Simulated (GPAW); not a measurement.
TaN:

```
CELL_PARAMETERS angstrom
2.93800 0.00000 0.00000
-1.46900 2.54438 0.00000
0.00000 0.00000 2.88300
ATOMIC_POSITIONS crystal
Ta 0.00000 0.00000 0.50000
N 0.66667 0.33333 0.00000
```

Base run:

- Program: GPAW 26.7.0
- Functional: PBEsol
- Potentials or basis: PAW data sets generated in the run's folder for this functional
- Cutoff: 800 eV
- Basis: pw
- k mesh: 10 × 10 × 9
- Occupations: gaussian, width 0.02 eV
- Spin: no spin polarisation

Its results: band gap on the k mesh none (metal or under the smearing width); pressure -5.0 GPa.

The run is repeated on the same cell with these changes: functional from PBEsol to LDA; potentials or basis from PAW data sets generated in the run's folder for this functional to the program's PAW data sets (release 1.2.1) made for this functional. What comes out?

Band gap on the k mesh none (metal or under the smearing width); pressure -13.0 GPa.
